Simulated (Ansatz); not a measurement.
Crystal: SiC (Moissanite).

```xyz
4
Lattice="3.0760 0.0000 0.0000 -1.5380 2.6639 0.0000 0.0000 0.0000 5.0480" Properties=species:S:1:pos:R:3 pbc="T T T"
Si    1.5380    0.8880    2.5240
Si    0.0000    1.7759    0.0000
C     1.5380    0.8880    4.4675
C     0.0000    1.7759    1.9435
```

- Program: Ansatz 0.2.0
- Task: relaxation of cell and atoms
- Functional: RPBE
- Dispersion: D4
- Potentials or basis: Ansatz PAW
- Cutoff: 420 eV (not typed: the program's choice for these potentials)
- k mesh: 10 × 10 × 5
- Occupations: fermi-dirac, width 0.05 eV
- Spin: no spin polarisation

At the start: volume 10.34 Å³/atom.

**Question.** How do energy, volume and symmetry change on relaxing?

**Answer.** It ends after 6 steps and the volume is 10.19 Å³/atom (-1.5 %); space group P6_3mc (No. 186, to 0.05 Å).

Step by step:
| step | energy change (eV) | largest force (eV/Å) | volume (Å³) |
| --- | --- | --- | --- |
| 1 | 0.0000 | 0.7394 | 41.36 |
| 2 | -0.0263 | 0.4486 | 41.05 |
| 3 | -0.0321 | 0.3078 | 40.53 |
| 4 | -0.0433 | 0.0002 | 40.75 |
| 5 | -0.0433 | 0.0002 | 40.75 |
| 6 | -0.0424 | 0.0003 | 40.75 |

Final structure:
```xyz
4
Lattice="3.0603 0.0000 0.0000 -1.5302 2.6503 0.0000 0.0000 0.0000 5.0240" Properties=species:S:1:pos:R:3 pbc="T T T"
Si    1.5302    0.8834    2.5355
Si    0.0000    1.7669    0.0235
C     1.5302    0.8834    4.4227
C     0.0000    1.7669    1.9107
```

Caveat: the plane-wave basis is chosen anew once the cell has moved, so the energies of steps on either side of that aren't comparable; the PAW data sets come from PBE, with cores solved anew for the run's functional, which leaves a small shift of forces and pressure.
